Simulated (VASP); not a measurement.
# ZrS2 in VASP: a series of runs

Runs on ZrS2. Level: LDA. Tasks: single point.

Everything below comes from runs of VASP 6.6.1. Logs are shortened: lines on timing, memory, paths and dates and some standing lists are left out, and cuts for length are marked.

### 1 The structure

The cell holds a slab with vacuum, 3 atoms: a = 3.691 Å, b = 3.691 Å, c = 14.874 Å, α = 90.00°, β = 90.00°, γ = 120.00°.

### 2 Single point, LDA

File INCAR:

```
SYSTEM = ZrS2
PREC = Accurate ; ENCUT = 300
EDIFF = 1E-7 ; ISMEAR = 0
SIGMA = 0.05 ; LREAL = .False.
LASPH = .True. ; NELM = 120
ALGO = Normal ; ISIF = 2
LWAVE = .False. ; LCHARG = .False.
LDIPOL = .True. ; IDIPOL = 3
DIPOL = 0.5 0.5 0.500 ; GGA = CA
NBANDS = 23 ; LVHAR = .True.
LVACPOTAV = .True.
```

File KPOINTS:

```
regular mesh
0
Gamma
  7 7 1
  0 0 0
```

File POSCAR:

```
ZrS2
1.0
    3.6913825500      0.0000000000      0.0000000000
   -1.8456912700      3.1968310600      0.0000000000
    0.0000000000      0.0000000000     14.8744649004
S Zr
2 1
Direct
    0.6666666667      0.3333333333      0.4033758552
    0.3333333333      0.6666666667      0.5966241448
    0.0000000000      0.0000000000      0.5000000000
```

Potentials or basis: VASP PAW LDA potentials, release 64 (S, Zr_sv).

Started as:

```sh
$ cat potpaw_LDA.64/S/POTCAR potpaw_LDA.64/Zr_sv/POTCAR > POTCAR
$ mpirun -np 1 vasp_std > vasp.out
```

OUTCAR:

```text
SYSTEM = ZrS2
   PREC = Accurate
   ENCUT = 300
   EDIFF = 1E-7
   ISMEAR = 0
   LREAL = .False.
   LASPH = .True.
   NELM = 120
   ISIF = 2
   GGA = CA

 Found      8 irreducible k-points:

 Following reciprocal coordinates:
            Coordinates               Weight
  0.000000  0.000000  0.000000      1.000000
  0.142857  0.000000  0.000000      6.000000
  0.285714  0.000000  0.000000      6.000000
  0.428571  0.000000  0.000000      6.000000
  0.142857  0.142857  0.000000      6.000000
  0.285714  0.142857  0.000000     12.000000
   k-points           NKPTS =      8   k-points in BZ     NKDIM =      8   number of bands    NBANDS=     23
   number of dos      NEDOS =    301   number of ions     NIONS =      3
   total plane-waves  NPLWV =  48384
   dimension x,y,z NGX =    24 NGY =   24 NGZ =   84
   dimension x,y,z NGXF=    48 NGYF=   48 NGZF=  168
   ions per type =               2   1
   NGX,Y,Z   is equivalent  to a cutoff of  10.81, 10.81,  9.39 a.u.
   NGXF,Y,Z  is equivalent  to a cutoff of  21.62, 21.62, 18.78 a.u.
 SYSTEM =  ZrS2
   PREC   = accura    normal or accurate (medium, high low for compatibility)
   ISTART =      0    job   : 0-new  1-cont  2-samecut
   ICHARG =      2    charge: 1-file 2-atom 10-const
   ISPIN  =      1    spin polarized calculation?
   LNONCOLLINEAR =      F non collinear calculations
   LSORBIT =      F    spin-orbit coupling
   LASPH  =      T    aspherical Exc in radial PAW
   ENCUT  =  300.0 eV  22.05 Ry    4.70 a.u.   5.21  5.21 21.01*2*pi/ulx,y,z
   NELM   =    120;   NELMIN=  2; NELMDL= -5     # of ELM steps
   EDIFF  = 0.1E-06   stopping-criterion for ELM
   LREAL  =      F    real-space projection
   EDIFFG = 0.1E-05   stopping-criterion for IOM
   NSW    =      0    number of steps for IOM
   IBRION =     -1    ionic relax: 0-MD 1-quasi-New 2-CG
   NFREE  =      0    steps in history (QN), initial steepest desc. (CG)
   ISIF   =      2    stress and relaxation
   ISYM   =      2    0-nonsym 1-usesym 2-fastsym
   POTIM  = 0.5000    time-step for ionic-motion
   TEBEG  =    0.0;   TEEND  =   0.0 temperature during run
   PSTRESS=    0.0 pullay stress
   NELECT =      24.0000    total number of electrons
   NUPDOWN=      -1.0000    fix difference up-down
   EMIN   =  10.00;   EMAX   =-10.00  energy-range for DOS
   EFERMI =   0.00;   METHOD = LEGACY
   ISMEAR =     0;   SIGMA  =   0.05  broadening in eV -4-tet -1-fermi 0-gaus
   EFERMI_NEDOS =   21; number of points for ismear=-14 and -15
   IALGO  =     38    algorithm
   IMIX   =      4    mixing-type and parameters
     AMIX     =   0.40;   BMIX     =  1.00
     AMIX_MAG =   1.60;   BMIX_MAG =  1.00
  volume/ion in A,a.u.               =      58.51       394.84
  Fermi-wavevector in a.u.,A,eV,Ry     =   0.843390  1.593776  9.677920  0.711307
  Thomas-Fermi vector in A             =   1.958250
   LORBIT       =      0    0 simple, 1 ext, 2 COOP (PROOUT), +10 PAW based schemes
   GGA     = CA    functional components
   LHFCALC =     F    Hartree Fock is set to
   AEXX    =    0.0000 exact exchange contribution
   IVDW    =     0    specifies the selected vdW correction
   LEPSILON=     F    determine dielectric tensor
   LRPA    =     F    only Hartree local field effects (RPA)
 non-spin polarized calculation
 Gauss-broadening in eV      SIGMA  =   0.05
  energy-cutoff  :      300.00
  volume of cell :      175.53
 maximum number of plane-waves:      2097
 NGX is ok and might be reduce to    24
   NGX = 11   NGY = 11   NGZ = 43

 number of electron      24.0000001 magnetization

 dipolmoment           0.000000      0.000000      0.000000 electrons x Angstroem

 Free energy of the ion-electron system (eV)
  ---------------------------------------------------
  ext. energy  EPLUGINS =         0.00000000
  ---------------------------------------------------
  free energy    TOTEN  =       -23.18949545 eV

  energy without entropy =      -23.18949545  energy(sigma->0) =      -23.18949545

 E-fermi :  -2.0556     XC(G=0):  -4.4802

 val. band max:       -2.3665031771   @ k =   0.0000   0.0000   0.0000
 cond. band min:      -1.2136057414   @ k =   0.4286   0.0000   0.0000
 fundamental gap:      1.1528974357
 Fermi energy:        -2.0555940569

 k-point     1 :       0.0000    0.0000    0.0000
  band No.  band energies     occupation
      1     -50.9505      2.00000
      2     -29.1794      2.00000
      3     -29.0323      2.00000
      4     -29.0323      2.00000
      5     -14.6620      2.00000
      6     -13.4876      2.00000
      7      -6.0525      2.00000
      8      -5.0179      2.00000
      9      -5.0179      2.00000
     10      -3.1623      2.00000
     11      -2.3665      2.00000
     12      -2.3665      2.00000
     13      -0.7912      0.00000
     14      -0.7912      0.00000
     15       0.1957      0.00000
     16       2.8924      0.00000
     17       2.8924      0.00000
     18       3.0975      0.00000
     19       3.6785      0.00000
     20       4.1093      0.00000
     21       4.5493      0.00000
     22       6.4713      0.00000
     23       7.2851      0.00000

 k-point     2 :       0.1429    0.0000    0.0000
  band No.  band energies     occupation
      1     -50.9471      2.00000
      2     -29.1690      2.00000
      3     -29.0811      2.00000
      4     -29.0428      2.00000
      5     -14.4626      2.00000
      6     -13.5206      2.00000
      7      -5.8087      2.00000
      8      -5.3365      2.00000
      9      -4.8975      2.00000
     10      -3.4899      2.00000
     11      -2.8441      2.00000
     12      -2.7981      2.00000
     13      -0.7215      0.00000
     14      -0.1948      0.00000
     15       0.4701      0.00000
     16       2.1515      0.00000
     17       2.7786      0.00000
     18       3.6777      0.00000
     19       4.4119      0.00000
     20       4.8305      0.00000
     21       5.0839      0.00000
     22       6.5878      0.00000
     23       7.0899      0.00000

 k-point     3 :       0.2857    0.0000    0.0000
  band No.  band energies     occupation
      1     -50.9395      2.00000
      2     -29.1892      2.00000
      3     -29.1448      2.00000
      4     -29.0663      2.00000
      5     -14.0125      2.00000
      6     -13.5618      2.00000
      7      -5.7739      2.00000
      8      -5.2758      2.00000
      9      -4.7713      2.00000
     10      -4.7247      2.00000
     11      -3.2983      2.00000
     12      -2.8779      2.00000
     13      -0.9982      0.00000
     14       0.5153      0.00000
     15       0.8905      0.00000
     16       2.3451      0.00000
     17       2.8579      0.00000
     18       4.5142      0.00000
     19       5.0279      0.00000
     20       5.5868      0.00000
     21       6.0214      0.00000
     22       6.5271      0.00000
     23       7.5958      0.00000

 k-point     4 :       0.4286    0.0000    0.0000
  band No.  band energies     occupation
      1     -50.9335      2.00000
      2     -29.2729      2.00000
      3     -29.1264      2.00000
      4     -29.0851      2.00000
      5     -13.8252      2.00000
      6     -13.3677      2.00000
      7      -6.4576      2.00000
      8      -5.1867      2.00000
      9      -4.7453      2.00000
     10      -4.5031      2.00000
     11      -3.4317      2.00000
     12      -3.3220      2.00000
     13      -1.2136      0.00000
     14       0.8369      0.00000
     15       1.1203      0.00000
     16       3.1713      0.00000
     17       3.6247      0.00000
     18       4.0316      0.00000
     19       4.8308      0.00000
     20       6.1989      0.00000
     21       6.4215      0.00000
     22       7.5045      0.00000
     23       7.7718      0.00000

 k-point     5 :       0.1429    0.1429    0.0000
  band No.  band energies     occupation
      1     -50.9416      2.00000
      2     -29.1524      2.00000
      3     -29.1518      2.00000
      4     -29.0666      2.00000
      5     -14.1253      2.00000
      6     -13.5691      2.00000
      7      -5.5559      2.00000
      8      -5.4138      2.00000
      9      -4.9462      2.00000
     10      -4.2236      2.00000
     11      -3.6336      2.00000
     12      -2.7049      2.00000
     13      -0.3682      0.00000
     14      -0.1476      0.00000
     15       0.9239      0.00000
     16       2.2861      0.00000
     17       2.3496      0.00000
     18       4.4838      0.00000
     19       5.0564      0.00000
     20       5.8373      0.00000
     21       6.1481      0.00000
     22       6.7617      0.00000
     23       6.9238      0.00000

 k-point     6 :       0.2857    0.1429    0.0000
  band No.  band energies     occupation
      1     -50.9348      2.00000
      2     -29.2332      2.00000
      3     -29.1316      2.00000
      4     -29.1015      2.00000
      5     -13.7540      2.00000
      6     -13.5362      2.00000
      7      -5.9447      2.00000
      8      -5.4552      2.00000
      9      -4.7019      2.00000
     10      -4.4958      2.00000
     11      -3.9747      2.00000
     12      -3.1841      2.00000
     13      -0.5734      0.00000
     14       0.4251      0.00000
     15       1.0818      0.00000
     16       2.3782      0.00000
     17       3.3219      0.00000
     18       5.0734      0.00000
     19       5.6689      0.00000
     20       5.7121      0.00000
     21       6.5623      0.00000
     22       7.1286      0.00000
     23       7.6798      0.00000

 [... further k-points ...]
[... 5 lines left out ...]
  --------------------------------------------------------------------------------------
  -------------------------------------------------------------------------------------
  Total       -2.3333218     -2.3333218     -1.3181421     -0.0000000      0.0000000      0.0000000
  in kB      -21.2978190    -21.2978190    -12.0315819     -0.0000000      0.0000000      0.0000000
  external PRESSURE =     -18.2090733 kB  Pullay stress =       0.0000000 kB

 VOLUME and BASIS-vectors are now :
 -----------------------------------------------------------------------------
  energy-cutoff  :      300.00
  volume of cell :      175.53
      direct lattice vectors                 reciprocal lattice vectors
     3.691382550  0.000000000  0.000000000     0.270901210  0.156404886  0.000000000
    -1.845691270  3.196831060  0.000000000     0.000000000  0.312809774  0.000000000
     0.000000000  0.000000000 14.874464900     0.000000000  0.000000000  0.067229309

 POSITION                                       TOTAL-FORCE (eV/Angst)
 -----------------------------------------------------------------------------------
      1.84569      1.06561      6.00000         0.000000      0.000000      0.383790
      0.00000      2.13122      8.87446        -0.000000     -0.000000     -0.383790
      0.00000      0.00000      7.43723         0.000000      0.000000      0.000000
 -----------------------------------------------------------------------------------
    total drift:                                0.000000     -0.000000      0.000000

  FREE ENERGIE OF THE ION-ELECTRON SYSTEM (eV)
  ---------------------------------------------------
  free  energy   TOTEN  =       -23.1894954465 eV

  energy  without entropy=      -23.1894954465  energy(sigma->0) =      -23.18949545

 vacuum level on the upper side and lower side of the slab         4.270         4.270
```

Run time: 9.1 s. Hardware: 1 thread of Intel Xeon 6975P-C (Granite Rapids), shared host; peak memory 0.17 GiB.

These settings aren't checked as converged: the numbers below hold their error.

What came out:

| Item | Value |
| --- | --- |
| Free energy | -23.1895 eV |
| Largest force | 0.384 eV/Å |
| Band gap on the k mesh | 1.15 eV, indirect (least direct gap 1.58 eV) |
| Ionisation potential of the upper face | 6.64 eV |

Caveat: the cutoff is under 1.25 times the usual one of these potentials, so pressure, stress and relaxed cells hold a basis-set (Pulay) error.

### 3 Single point, LDA

INCAR: that of step 2 with these lines changed.

```diff
@@ -1,3 +1,3 @@
 SYSTEM = ZrS2
-PREC = Accurate ; ENCUT = 300
+PREC = Accurate ; ENCUT = 350
 EDIFF = 1E-7 ; ISMEAR = 0
```

KPOINTS is that of step 2.

POSCAR is that of step 2.

Potentials or basis: VASP PAW LDA potentials, release 64 (S, Zr_sv).

Started as:

```sh
$ cat potpaw_LDA.64/S/POTCAR potpaw_LDA.64/Zr_sv/POTCAR > POTCAR
$ mpirun -np 1 vasp_std > vasp.out
```

Run time: 11 s. Hardware: 1 thread of Intel Xeon 6975P-C (Granite Rapids), shared host; peak memory 0.18 GiB.

The run converged, but some of its settings lie outside the range that counts as converged, so its numbers aren't taken as properties of the slab.

Results:

```
Free energy                            : -23.1931 eV
Largest force                          : 0.395 eV/Å
Band gap on the k mesh                 : 1.15 eV, indirect (least direct gap 1.57 eV)
Ionisation potential of the upper face : 6.64 eV
```

### 4 Single point, LDA

This run uses another cell than the first one, of 50.64 Å³/atom, 0.866 times its volume.

File INCAR:

```
SYSTEM = ZrS2
PREC = Accurate ; ENCUT = 400
EDIFF = 1E-7 ; ISMEAR = 0
SIGMA = 0.05 ; LREAL = .False.
LASPH = .True. ; NELM = 120
ALGO = Normal ; ISIF = 2
LWAVE = .False. ; LCHARG = .False.
GGA = CA ; NBANDS = 23
LVHAR = .True. ; LVACPOTAV = .True.
IDIPOL = 3
```

KPOINTS is that of step 3.

File POSCAR:

```
ZrS2
1.0
    3.6913825500      0.0000000000      0.0000000000
   -1.8456912700      3.1968310600      0.0000000000
    0.0000000000      0.0000000000     12.8744649004
S Zr
2 1
Direct
    0.6666666667      0.3333333333      0.3883656555
    0.3333333333      0.6666666667      0.6116343445
    0.0000000000      0.0000000000      0.5000000000
```

Started as:

```sh
$ cat potpaw_LDA.64/S/POTCAR potpaw_LDA.64/Zr_sv/POTCAR > POTCAR
$ mpirun -np 1 vasp_std > vasp.out
```

Run time: 9.5 s. Hardware: 1 thread of Intel Xeon 6975P-C (Granite Rapids), shared host; peak memory 0.17 GiB.

The run converged, but some of its settings lie outside the range that counts as converged, so its numbers aren't taken as properties of the slab.

What came out:

```yaml
Free_energy: -23.1945 eV
Largest_force: 0.399 eV/Å
Band_gap_on_the_k_mesh: 1.15 eV, indirect (least direct gap 1.57 eV)
```

### 5 Single point, LDA

File INCAR:

```
SYSTEM = ZrS2
PREC = Accurate ; ENCUT = 400
EDIFF = 1E-7 ; ISMEAR = 0
SIGMA = 0.2 ; LREAL = .False.
LASPH = .True. ; NELM = 120
ALGO = Normal ; ISIF = 2
LWAVE = .False. ; LCHARG = .False.
LDIPOL = .True. ; IDIPOL = 3
DIPOL = 0.5 0.5 0.500 ; GGA = CA
NBANDS = 23 ; LVHAR = .True.
LVACPOTAV = .True.
```

KPOINTS is that of step 4.

File POSCAR:

```
ZrS2
1.0
    3.6913825500      0.0000000000      0.0000000000
   -1.8456912700      3.1968310600      0.0000000000
    0.0000000000      0.0000000000     14.8744649004
S Zr
2 1
Direct
    0.6666666667      0.3333333333      0.4033758552
    0.3333333333      0.6666666667      0.5966241448
    0.0000000000      0.0000000000      0.5000000000
```

Potentials or basis: VASP PAW LDA potentials, release 64 (S, Zr_sv).

Started as:

```sh
$ cat potpaw_LDA.64/S/POTCAR potpaw_LDA.64/Zr_sv/POTCAR > POTCAR
$ mpirun -np 1 vasp_std > vasp.out
```

OUTCAR:

```text
SYSTEM = ZrS2
   PREC = Accurate
   ENCUT = 400
   EDIFF = 1E-7
   ISMEAR = 0
   LREAL = .False.
   LASPH = .True.
   NELM = 120
   ISIF = 2
   GGA = CA

 Found      8 irreducible k-points:

 Following reciprocal coordinates:
            Coordinates               Weight
  0.000000  0.000000  0.000000      1.000000
  0.142857  0.000000  0.000000      6.000000
  0.285714  0.000000  0.000000      6.000000
  0.428571  0.000000  0.000000      6.000000
  0.142857  0.142857  0.000000      6.000000
  0.285714  0.142857  0.000000     12.000000
[... 241 lines left out ...]
  -------------------------------------------------------------------------------------
  Total       -2.2245061     -2.2245061     -1.1891008     -0.0000000      0.0000000     -0.0000000
  in kB      -20.3045840    -20.3045839    -10.8537335     -0.0000000      0.0000000     -0.0000000
  external PRESSURE =     -17.1543005 kB  Pullay stress =       0.0000000 kB

 VOLUME and BASIS-vectors are now :
 -----------------------------------------------------------------------------
  energy-cutoff  :      400.00
  volume of cell :      175.53
      direct lattice vectors                 reciprocal lattice vectors
     3.691382550  0.000000000  0.000000000     0.270901210  0.156404886  0.000000000
    -1.845691270  3.196831060  0.000000000     0.000000000  0.312809774  0.000000000
     0.000000000  0.000000000 14.874464900     0.000000000  0.000000000  0.067229309

 POSITION                                       TOTAL-FORCE (eV/Angst)
 -----------------------------------------------------------------------------------
      1.84569      1.06561      6.00000        -0.000000      0.000000      0.399252
      0.00000      2.13122      8.87446         0.000000     -0.000000     -0.399252
      0.00000      0.00000      7.43723        -0.000000      0.000000     -0.000000
 -----------------------------------------------------------------------------------
    total drift:                                0.000000     -0.000000     -0.000000

  FREE ENERGIE OF THE ION-ELECTRON SYSTEM (eV)
  ---------------------------------------------------
  free  energy   TOTEN  =       -23.1946090180 eV

  energy  without entropy=      -23.1946049905  energy(sigma->0) =      -23.19460700

 vacuum level on the upper side and lower side of the slab         4.268         4.268
```

stdout:

```text
POSCAR found type information on POSCAR S Zr
 POSCAR found :  2 types and       3 ions
 scaLAPACK will be used
 LDA part: xc-table for (Slater(with rela. corr.)+CA(PZ))
 , standard interpolation
 POSCAR, INCAR and KPOINTS ok, starting setup
 FFT: planning ... GRIDC
 FFT: planning ... GRID_SOFT
 FFT: planning ... GRID
 WAVECAR not read
 entering main loop
 -----------------------------------------------------------------------------
|                                                                             |
|           W    W    AA    RRRRR   N    N  II  N    N   GGGG   !!!           |
|           W    W   A  A   R    R  NN   N  II  NN   N  G    G  !!!           |
|           W    W  A    A  R    R  N N  N  II  N N  N  G       !!!           |
|           W WW W  AAAAAA  RRRRR   N  N N  II  N  N N  G  GGG   !            |
|           WW  WW  A    A  R   R   N   NN  II  N   NN  G    G                |
|           W    W  A    A  R    R  N    N  II  N    N   GGGG   !!!           |
|                                                                             |
|     Did not find any points to average over, which means that no vacuum     |
|     field-free region was found. Please increase the size of  your cell     |
|     in the dimension of the dipole correction to obtain accurate            |
|     workfunction values.                                                    |
|                                                                             |
 -----------------------------------------------------------------------------
```

Wall time 12 s (1 thread of Intel Xeon 6975P-C (Granite Rapids), shared host); peak memory 0.19 GiB.

The run converged, but some of its settings lie outside the range that counts as converged, so its numbers aren't taken as properties of the slab.

Results:

```yaml
Free_energy: -23.1946 eV
Largest_force: 0.399 eV/Å
Band_gap_on_the_k_mesh: 1.15 eV, indirect (least direct gap 1.58 eV)
Ionisation_potential_of_the_upper_face: 6.63 eV
```

### 6 Single point, LDA

INCAR: that of step 5 with these lines changed.

```diff
@@ -2,4 +2,4 @@
 PREC = Accurate ; ENCUT = 400
-EDIFF = 1E-7 ; ISMEAR = 0
-SIGMA = 0.2 ; LREAL = .False.
+EDIFF = 1E-5 ; ISMEAR = 0
+SIGMA = 0.05 ; LREAL = .False.
 LASPH = .True. ; NELM = 120
```

KPOINTS is that of step 5.

POSCAR is that of step 5.

Potentials or basis: VASP PAW LDA potentials, release 64 (S, Zr_sv).

Started as:

```sh
$ cat potpaw_LDA.64/S/POTCAR potpaw_LDA.64/Zr_sv/POTCAR > POTCAR
$ mpirun -np 1 vasp_std > vasp.out
```

It took 11 s on 1 thread of Intel Xeon 6975P-C (Granite Rapids), shared host; peak memory 0.18 GiB.

The run converged, but some of its settings lie outside the range that counts as converged, so its numbers aren't taken as properties of the slab.

What came out:

```yaml
Free_energy: -23.1946 eV
Largest_force: 0.399 eV/Å
Band_gap_on_the_k_mesh: 1.15 eV, indirect (least direct gap 1.58 eV)
Ionisation_potential_of_the_upper_face: 6.63 eV
```
